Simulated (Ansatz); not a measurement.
# As (Pm-3m) in Ansatz: a series of runs

Runs on As. Level: HSE06 form with a typed share of exact exchange. Tasks: single point.

Everything below comes from runs of Ansatz 0.2.0. Logs are shortened: lines on timing, memory, paths and dates and some standing lists are left out, and cuts for length are marked.

## 1. The structure

It takes space group Pm-3m (No. 221, cubic). The conventional cell has a = 2.704 Å, b = 2.704 Å, c = 2.704 Å, α = 90.00°, β = 90.00°, γ = 90.00°. As (site symmetry m-3m) is surrounded by 6 As at 2.70 Å.

This isn't the form of As at room conditions, which is rhombohedral.

## 2. Single point, HSE06 form with a typed share of exact exchange

File input.yaml:

```yaml
crystal:
  lattice:
    - [2.7036817444, 0.0, 0.0]
    - [0.0, 2.7036817444, 0.0]
    - [0.0, 0.0, 2.7036817444]
  atoms:
    - { symbol: As, position: [0.5, 0.5, 0.5] }
hamiltonian:
  xc: { exchange: pbe, correlation: pbe, exx: { coeff: 0.05, omega: 0.2 } }
  pseudopotentials: { kind: paw }
kpoints:
  mp_grid: { grid: [5, 5, 5] }
scf:
  occupations: { method: fermi_dirac, width: 0.05 }
output:
  forces: true
  stress: true
  eigenvalues: true
```

Potentials or basis: Ansatz PAW.

Launch:

```console
$ ansatz run input.yaml --threads 2 --pin off --max-ram 5632MiB --backend cpu --events-out ev --progress --plain --runs-dir out
```

The log of the run:

```text
Warning: output.stress: scf.convergence.dr2_threshold = 1e-7 eV (the SCF's general default) is looser than the 1e-10 eV advised for a printed stress (1e-10 eV for each atom of the cell: 1). What an SCF threshold leaves in a stress goes as its square root, and in the free energy as the threshold itself, and one threshold admits the most on a small cell: of the crystals measured, under no hybrid functional and no lock of the moments, on runs that ended without the residual-converged pass, on stresses that held no estimate of that error, the worst erred by over 100 MPa in a component at 1e-7 eV an atom and by under 5 at 1e-10. Set scf.convergence.dr2_threshold to 1e-10 eV or tighter. The threshold is an SCF's pass mark: one that does not reach it within its budget of iterations ends unconverged, or closes short of it on a stop that the run arms, and scf.convergence.dr2_threshold's page says what that costs each kind of run
Warning: output.stress: scf.exx.energy_threshold = 1e-6 eV is looser than the 1e-8 eV advised for a stress under a hybrid functional (1e-8 eV for each atom of the cell: 1). Every SCF of the exchange loop can meet its threshold on dr2 while the loop round them stops early: no threshold on dr2 bounds what that leaves in the stress. Set scf.exx.energy_threshold to 1e-8 eV or tighter. The threshold is the loop's pass mark: a loop that does not reach it within its budget of cycles ends unconverged, and scf.exx.energy_threshold's page has the law
Warning: RAYON_NUM_THREADS=2 ignored (pool sized by the plan → 2); use --threads N
Engine: ansatz 0.2.0, x86_64-unknown-linux-gnu
Pseudopotentials: kind: paw
Pseudopotential: As, paw, valence charge 15, recommended cutoff 420 eV (normal), As.paw.azcp
Functional definition: unnamed
  parameter a_1 = 0.05
  parameter omega_1 = 0.2/angstrom
  exchange = pbe_x + (-a_1)*pbe_x_sr(omega_1) + a_1*exact_x_sr(omega_1)
  correlation = pbe_c
Crystal: 1 atoms, lattice volume = 19.764 Å³
Basis set: ecut = 420 eV, 389 PW (Γ), exchange–correlation on 40×40×40 points (8 copies of the dense FFT grid, shifted against one another)
Bands: 12, of which v1, the nominal top of the filled ones, is band 8 counted from 1 (7 counted from 0)
Symmetry: 48 space group operations
Space group: Pm-3m (ITA 221), of the structure as read, at distance tolerance 2.7e-5 Å
k-points: 10 of 125
Non-local potential: As, projectors of the file, l = 0: 2, l = 1: 2, l = 2: 3, l = 3: 1
PAW form: soft (Blöchl's): semilocal exchange-correlation on the pseudo side does not see the compensation charge
PAW frozen core: As, regenerated for the run's functional, and the local potential with it (the file was generated under x = pbe(κ = 0.804, μ = 0.2195149727645171), c = pbe(β = 0.06672455060314922))
PAW one-centre angular grid: As, 590 points (default); XC on 64 Gauss nodes
Initial density: superposition of atomic densities (neutral atoms: chi_scale 0, normalization atom), corrected by the library's trained network
Initial wavefunctions: pseudopotential atomic-orbital guess
Functional: x = pbe(κ = 0.804, μ = 0.2195149727645171), c = pbe(β = 0.06672455060314922), warm-up for x = pbe(κ = 0.804, μ = 0.2195149727645171) + 0.05 (exact − pbe) at short range (hse, ω = 0.2 Å⁻¹), c = pbe(β = 0.06672455060314922)
SCF iter   1: F=—  HF=-4855.893991 eV  |F-HF|=—  |Δ(HF+E_count)|=         —  Δρ=9.26e-4  dr2=7.45e-5  ethr=1.77e-3  ⟨swp⟩=7.1  Hψ=511  notcnv=0
preconditioner: auto → none  [insulator: Δε(μ)=0.957 eV  Ē_g=15.062 eV  σ=0.050 eV  W_gap=0.55  n_scr=6 (ndim 8)  ℏωp=18.7 eV  f_vac=0.001  D(μ)=1.63/eV (n_scr^D=18)]
SCF iter   2: F=—  HF=-4855.894125 eV  |F-HF|=—  |Δ(HF+E_count)|=   1.34e-4  Δρ=4.84e-4  dr2=2.03e-5  ethr=4.97e-7  ⟨swp⟩=3.9  Hψ=297  notcnv=0
iter 3 solved again at ethr=4.46e-10 eV; its pass at ethr=1.35e-7 eV (dr2=6.69e-8 eV) is discarded
SCF iter   3: F=—  HF=-4855.894167 eV  |F-HF|=—  |Δ(HF+E_count)|=   4.14e-5  Δρ=2.49e-5  dr2=7.61e-8  ethr=4.46e-10  ⟨swp⟩=4.0  Hψ=513  notcnv=0
SCF iter   4: F=—  HF=-4855.894167 eV  |F-HF|=—  |Δ(HF+E_count)|=   5.04e-8  Δρ=4.89e-6  dr2=1.64e-9  ethr=4.46e-10  ⟨swp⟩=4.0  Hψ=302  notcnv=0
SCF iter   5: F=-4855.894167 eV  HF=-4855.894167 eV  |F-HF|=7.53e-10  |Δ(HF+E_count)|=   7.93e-9  Δρ=1.41e-6  dr2=1.40e-10  ethr=1.09e-11  ⟨swp⟩=3.0  Hψ=270  notcnv=0
SCF 1 converged in 5 iterations: F = -4855.894167 eV  dr2 = 1.40e-10
Initial density: handed on by an earlier stage of this run
Initial wavefunctions: those handed on with the density
Functional: x = pbe(κ = 0.804, μ = 0.2195149727645171) + 0.05 (exact − pbe) at short range (hse, ω = 0.2 Å⁻¹), c = pbe(β = 0.06672455060314922)
Exchange kernel: α = 0.0500, screened, ω = 0.2000 Å⁻¹, Wigner–Seitz truncation, v(0) = 1082.0781 eV·Å³, q-mesh 5×5×5, nearest image of the exchange supercell L = 13.52 Å, pair-density grid 12×12×12, without the augmentation charges, whose exchange is taken in its separable form by FFT convolution over the k-point mesh (sized by the pseudopotential files, 18×18×18 at the most), smooth part of the exact exchange by density-matrix convolution
Frozen-core exchange: fock
iter 1 solved again at ethr=3.11e-7 eV; its pass at ethr=1.00e-1 eV (dr2=4.67e-5 eV) is discarded
SCF iter   1: F=—  HF=-4856.095135 eV  |F-HF|=—  |Δ(HF+E_count)|=         —  Δρ=1.48e-3  dr2=1.59e-4  ethr=3.11e-7  ⟨swp⟩=4.7  Hψ=690  notcnv=0
eigensolver tolerance schedule calibrated: the retry pair's looser diagonalisation under-reported the residual by θ = 0.68 (0.12/decade); ethr = c·dr2/N_el runs at the constant in force after the calibration composes with the one it found (an armed cap, an earlier calibration), c = 6.6e-2
preconditioner: auto → none  [insulator: Δε(μ)=1.011 eV  Ē_g=15.359 eV  σ=0.050 eV  W_gap=0.56  n_scr=6 (ndim 8)  ℏωp=18.7 eV  f_vac=0.000  D(μ)=1.67/eV (n_scr^D=18)]
SCF iter   2: F=—  HF=-4856.094856 eV  |F-HF|=—  |Δ(HF+E_count)|=   2.80e-4  Δρ=6.29e-4  dr2=5.11e-5  ethr=3.11e-7  ⟨swp⟩=4.0  Hψ=319  notcnv=0
SCF iter   3: F=—  HF=-4856.094846 eV  |F-HF|=—  |Δ(HF+E_count)|=   9.14e-6  Δρ=2.40e-4  dr2=4.85e-6  ethr=1.62e-7  ⟨swp⟩=2.0  Hψ=195  notcnv=0
SCF iter   4: F=—  HF=-4856.094868 eV  |F-HF|=—  |Δ(HF+E_count)|=   2.18e-5  Δρ=4.22e-5  dr2=1.26e-7  ethr=1.93e-8  ⟨swp⟩=2.7  Hψ=207  notcnv=0
SCF iter   5: F=-4856.094868 eV  HF=-4856.094868 eV  |F-HF|=1.17e-9  |Δ(HF+E_count)|=   4.57e-9  Δρ=4.76e-6  dr2=4.88e-9  ethr=5.46e-10  ⟨swp⟩=3.9  Hψ=328  notcnv=0
SCF 2 converged in 5 iterations: F = -4856.094868 eV  dr2 = 4.88e-9
hybrid outer 1: dexx = +2.506e-5 eV, tail = 8.37e-8 eV
Exchange kernel: α = 0.0500, screened, ω = 0.2000 Å⁻¹, Wigner–Seitz truncation, v(0) = 1082.0781 eV·Å³, q-mesh 5×5×5, nearest image of the exchange supercell L = 13.52 Å, pair-density grid 12×12×12, without the augmentation charges, whose exchange is taken in its separable form by FFT convolution over the k-point mesh (sized by the pseudopotential files, 18×18×18 at the most), smooth part of the exact exchange by density-matrix convolution
Frozen-core exchange: fock
SCF iter   1: F=—  HF=-4856.094870 eV  |F-HF|=—  |Δ(HF+E_count)|=         —  Δρ=7.60e-6  dr2=4.59e-9  ethr=2.79e-9  ⟨swp⟩=5.1  Hψ=306  notcnv=0
preconditioner: auto → none  [insulator: Δε(μ)=1.013 eV  Ē_g=15.360 eV  σ=0.050 eV  W_gap=0.56  n_scr=6 (ndim 8)  ℏωp=18.7 eV  f_vac=0.000  D(μ)=1.68/eV (n_scr^D=18)]
SCF iter   2: F=-4856.094870 eV  HF=-4856.094870 eV  |F-HF|=2.87e-10  |Δ(HF+E_count)|=   2.16e-9  Δρ=3.22e-6  dr2=1.06e-9  ethr=3.05e-11  ⟨swp⟩=3.8  Hψ=245  notcnv=0
SCF 3 converged in 2 iterations: F = -4856.094870 eV  dr2 = 1.06e-9
  Residual-converged pass: ⟨swp⟩=2.7  Hψ=210  notcnv=0  max |occ|·‖R‖ = 2.1e-6 eV (tolerance 2.4e-6 eV)  dr2=1.06e-9  dr2_onsite=1.08e-9  max |Δocc| = 3.5e-12
hybrid outer 2: dexx = +2.181e-10 eV, tail = 4.41e-9 eV, Δε = 1.28e-4 eV (about 5.33e-5 eV left of the loop's levels)
hybrid SCF converged: 2 outer / 7 inner (+5 warm-up), last move |dexx| = 2.18e-10 eV, tail = 4.41e-9 eV
Stability not checked: this state was not tested for a lower state beside it, because the functional holds exact exchange (a hybrid, or Hartree-Fock), whose exchange loop this test does not read (fock_operator; see scf.lower_state_search)
Free energy (F): -4856.094870 eV
Frozen-core exchange: fock
Harris-Foulkes:  -4856.094870 eV  (|F-HF|=2.87e-10)
Internal energy: -4856.082487 eV  (E = F + TS)
E sigma→0 (E₀):  -4856.088678 eV
Entropy (-TS):   -0.012383 eV (-12.383 meV/atom)
Fermi energy:    11.774559 eV
--- Per-component energies (eV) ---
  E_band       = -223.830240
  E_kinetic    = 102.563728
  E_local      = -1547.133853  (includes V_loc(G=0)·N_el)
  E_nonlocal   = -670.729940
  E_hartree    = 873.394271
  E_xc         = -76.287362
  E_vxc        = -76.288272  (∫ρ·V_xc dr)
  E_exx        = -12.209572  (= α·E_x^exact, valence–valence)
  E_paw        = -1825.509882  (= ΣΔE_a)
  E_vpaw       = 245.389864  (= ΣTr[D̂ρ^β])
  E_aug_tail   = 0.000007  (compensation charges beyond the density's cutoff)
  E_ewald      = -1700.018415
  E_core_change = -0.151469  (= ΣΔE_core)
  E_smearing   = -0.012383  (= −TS)
  E_closure    = 0.000000  (closes the sum)
  Σ components = -4856.094870   (vs F -4856.094870, Δ=0.00e0)
--- Forces (eV/Å), atoms counted from 1 ---
  atom   1  As    -0.00000000     0.00000000     0.00000000
  max |Σ_I F_I| component: 1.31e-31 eV/Å
--- Stress (GPa, compression-positive) ---
        2.401875       0.000000       0.000000
        0.000000       2.401875       0.000000
        0.000000       0.000000       2.401875
  P = ⅓ Tr σ = 2.4019 GPa (24.019 kbar)
--- Band table (eV; the first three rows and the last of 10) ---
  k-point 0: bands = ["-25.1367", "-25.1367", "-25.0309", "-25.0309", "-25.0309", "-3.6680", "15.9308", "15.9308", "15.9308", "20.3813", "20.3813", "22.3776"]
  k-point 1: bands = ["-25.1352", "-25.1050", "-25.0401", "-25.0401", "-25.0301", "-2.9261", "10.6727", "16.5743", "16.5743", "21.0568", "22.4265", "27.4566"]
  k-point 2: bands = ["-25.1328", "-25.0551", "-25.0551", "-25.0537", "-25.0289", "-1.0235", "5.5350", "17.9726", "17.9726", "22.7378", "24.6786", "27.5832"]
  k-point 9: bands = ["-25.0818", "-25.0814", "-25.0814", "-25.0046", "-25.0046", "4.4255", "9.8581", "9.8581", "10.8279", "18.0737", "18.8936", "18.8936"]
```

It took 9.1 s on 2 threads of Intel Xeon Platinum 8259CL at 2.50GHz (Skylake/Cascade Lake), shared host; peak memory 0.58 GiB.

What came out:

```yaml
Free_energy: -4856.0949 eV
Pressure: 2.4 GPa
Band_gap_on_the_k_mesh: none (metal or under the smearing width)
```

Levels at points of the mesh, in eV from the Fermi level:
```
           k point  band 4  band 5  band 6  band 7  band 8  band 9  band 10  band 11
(0.00, 0.00, 0.00)  -36.81  -36.81  -15.44    4.16    4.16    4.16     8.61     8.61
```

Caveat: the k mesh is coarse (spacing up to 0.46 Å⁻¹), so the values aren't converged, least of all with exact exchange; the PAW data sets come from PBE, with cores solved anew for the run's functional, which leaves a small shift of forces and pressure; the thresholds are loose for stress.

## 3. Single point, HSE06 form with a typed share of exact exchange

Changes to input.yaml since step 2:

```diff
@@ -8,3 +8,3 @@
 hamiltonian:
-  xc: { exchange: pbe, correlation: pbe, exx: { coeff: 0.05, omega: 0.2 } }
+  xc: { exchange: pbe, correlation: pbe, exx: { coeff: 0.1, omega: 0.2 } }
   pseudopotentials: { kind: paw }
```

Potentials or basis: Ansatz PAW.

Launch:

```console
$ ansatz run input.yaml --threads 2 --pin off --max-ram 5632MiB --backend cpu --events-out ev --progress --plain --runs-dir out
```

The log of the run:

```text
Warning: output.stress: scf.convergence.dr2_threshold = 1e-7 eV (the SCF's general default) is looser than the 1e-10 eV advised for a printed stress (1e-10 eV for each atom of the cell: 1). What an SCF threshold leaves in a stress goes as its square root, and in the free energy as the threshold itself, and one threshold admits the most on a small cell: of the crystals measured, under no hybrid functional and no lock of the moments, on runs that ended without the residual-converged pass, on stresses that held no estimate of that error, the worst erred by over 100 MPa in a component at 1e-7 eV an atom and by under 5 at 1e-10. Set scf.convergence.dr2_threshold to 1e-10 eV or tighter. The threshold is an SCF's pass mark: one that does not reach it within its budget of iterations ends unconverged, or closes short of it on a stop that the run arms, and scf.convergence.dr2_threshold's page says what that costs each kind of run
Warning: output.stress: scf.exx.energy_threshold = 1e-6 eV is looser than the 1e-8 eV advised for a stress under a hybrid functional (1e-8 eV for each atom of the cell: 1). Every SCF of the exchange loop can meet its threshold on dr2 while the loop round them stops early: no threshold on dr2 bounds what that leaves in the stress. Set scf.exx.energy_threshold to 1e-8 eV or tighter. The threshold is the loop's pass mark: a loop that does not reach it within its budget of cycles ends unconverged, and scf.exx.energy_threshold's page has the law
Warning: RAYON_NUM_THREADS=2 ignored (pool sized by the plan → 2); use --threads N
Engine: ansatz 0.2.0, x86_64-unknown-linux-gnu
Pseudopotentials: kind: paw
Pseudopotential: As, paw, valence charge 15, recommended cutoff 420 eV (normal), As.paw.azcp
Functional definition: unnamed
  parameter a_1 = 0.1
  parameter omega_1 = 0.2/angstrom
  exchange = pbe_x + (-a_1)*pbe_x_sr(omega_1) + a_1*exact_x_sr(omega_1)
  correlation = pbe_c
Crystal: 1 atoms, lattice volume = 19.764 Å³
Basis set: ecut = 420 eV, 389 PW (Γ), exchange–correlation on 40×40×40 points (8 copies of the dense FFT grid, shifted against one another)
Bands: 12, of which v1, the nominal top of the filled ones, is band 8 counted from 1 (7 counted from 0)
Symmetry: 48 space group operations
Space group: Pm-3m (ITA 221), of the structure as read, at distance tolerance 2.7e-5 Å
k-points: 10 of 125
Non-local potential: As, projectors of the file, l = 0: 2, l = 1: 2, l = 2: 3, l = 3: 1
PAW form: soft (Blöchl's): semilocal exchange-correlation on the pseudo side does not see the compensation charge
PAW frozen core: As, regenerated for the run's functional, and the local potential with it (the file was generated under x = pbe(κ = 0.804, μ = 0.2195149727645171), c = pbe(β = 0.06672455060314922))
PAW one-centre angular grid: As, 590 points (default); XC on 64 Gauss nodes
Initial density: superposition of atomic densities (neutral atoms: chi_scale 0, normalization atom), corrected by the library's trained network
Initial wavefunctions: pseudopotential atomic-orbital guess
Functional: x = pbe(κ = 0.804, μ = 0.2195149727645171), c = pbe(β = 0.06672455060314922), warm-up for x = pbe(κ = 0.804, μ = 0.2195149727645171) + 0.1 (exact − pbe) at short range (hse, ω = 0.2 Å⁻¹), c = pbe(β = 0.06672455060314922)
SCF iter   1: F=—  HF=-4855.893993 eV  |F-HF|=—  |Δ(HF+E_count)|=         —  Δρ=9.17e-4  dr2=7.00e-5  ethr=1.77e-3  ⟨swp⟩=7.2  Hψ=510  notcnv=0
preconditioner: auto → none  [insulator: Δε(μ)=0.957 eV  Ē_g=15.062 eV  σ=0.050 eV  W_gap=0.55  n_scr=6 (ndim 8)  ℏωp=18.7 eV  f_vac=0.001  D(μ)=1.63/eV (n_scr^D=18)]
SCF iter   2: F=—  HF=-4855.894124 eV  |F-HF|=—  |Δ(HF+E_count)|=   1.30e-4  Δρ=4.84e-4  dr2=2.02e-5  ethr=4.66e-7  ⟨swp⟩=4.1  Hψ=325  notcnv=0
iter 3 solved again at ethr=2.61e-9 eV; its pass at ethr=1.35e-7 eV (dr2=3.91e-7 eV) is discarded
SCF iter   3: F=—  HF=-4855.894164 eV  |F-HF|=—  |Δ(HF+E_count)|=   4.07e-5  Δρ=6.69e-5  dr2=4.04e-7  ethr=2.61e-9  ⟨swp⟩=3.7  Hψ=451  notcnv=0
[... 28 lines left out ...]
Stability not checked: this state was not tested for a lower state beside it, because the functional holds exact exchange (a hybrid, or Hartree-Fock), whose exchange loop this test does not read (fock_operator; see scf.lower_state_search)
Free energy (F): -4856.298165 eV
Frozen-core exchange: fock
Harris-Foulkes:  -4856.298165 eV  (|F-HF|=1.81e-10)
Internal energy: -4856.285394 eV  (E = F + TS)
E sigma→0 (E₀):  -4856.291779 eV
Entropy (-TS):   -0.012772 eV (-12.772 meV/atom)
Fermi energy:    11.752838 eV
--- Per-component energies (eV) ---
  E_band       = -232.661180
  E_kinetic    = 102.311928
  E_local      = -1546.858076  (includes V_loc(G=0)·N_el)
  E_nonlocal   = -670.859448
  E_hartree    = 873.317691
  E_xc         = -73.184286
  E_vxc        = -73.105602  (∫ρ·V_xc dr)
  E_exx        = -24.429348  (= α·E_x^exact, valence–valence)
  E_paw        = -1816.262221  (= ΣΔE_a)
  E_vpaw       = 258.073076  (= ΣTr[D̂ρ^β])
  E_aug_tail   = 0.000007  (compensation charges beyond the density's cutoff)
  E_ewald      = -1700.018415
  E_core_change = -0.303228  (= ΣΔE_core)
  E_smearing   = -0.012772  (= −TS)
  E_closure    = 0.000001  (closes the sum)
  Σ components = -4856.298165   (vs F -4856.298165, Δ=0.00e0)
--- Forces (eV/Å), atoms counted from 1 ---
  atom   1  As     0.00000000     0.00000000    -0.00000000
  max |Σ_I F_I| component: 2.89e-30 eV/Å
--- Stress (GPa, compression-positive) ---
        1.676688      -0.000000       0.000000
       -0.000000       1.676688       0.000000
        0.000000       0.000000       1.676688
  P = ⅓ Tr σ = 1.6767 GPa (16.767 kbar)
--- Band table (eV; the first three rows and the last of 10) ---
  k-point 0: bands = ["-25.9327", "-25.9327", "-25.8251", "-25.8251", "-25.8251", "-4.0431", "16.0190", "16.0190", "16.0190", "20.4716", "20.4716", "22.5096"]
  k-point 1: bands = ["-25.9312", "-25.9009", "-25.8345", "-25.8345", "-25.8243", "-3.2859", "10.6154", "16.6818", "16.6818", "21.1606", "22.5570", "27.6523"]
  k-point 2: bands = ["-25.9287", "-25.8496", "-25.8496", "-25.8496", "-25.8231", "-1.3398", "5.3427", "18.1215", "18.1215", "22.8732", "24.8314", "27.7630"]
  k-point 9: bands = ["-25.8764", "-25.8760", "-25.8760", "-25.8004", "-25.8004", "4.2457", "9.7703", "9.7703", "10.7941", "18.1591", "18.9862", "18.9862"]
```

It took 9.1 s on 2 threads of Intel Xeon Platinum 8259CL at 2.50GHz (Skylake/Cascade Lake), shared host; peak memory 0.57 GiB.

What came out:

| Quantity | Value |
| --- | --- |
| Free energy | -4856.2982 eV |
| Pressure | 1.7 GPa |
| Band gap on the k mesh | none (metal or under the smearing width) |

Levels at points of the mesh, in eV from the Fermi level:
| k point | band 4 | band 5 | band 6 | band 7 | band 8 | band 9 | band 10 | band 11 |
| --- | --- | --- | --- | --- | --- | --- | --- | --- |
| (0.00, 0.00, 0.00) | -37.58 | -37.58 | -15.80 | 4.27 | 4.27 | 4.27 | 8.72 | 8.72 |

Caveat: the k mesh is coarse (spacing up to 0.46 Å⁻¹), so the values aren't converged, least of all with exact exchange; the PAW data sets come from PBE, with cores solved anew for the run's functional, which leaves a small shift of forces and pressure; the thresholds are loose for stress.
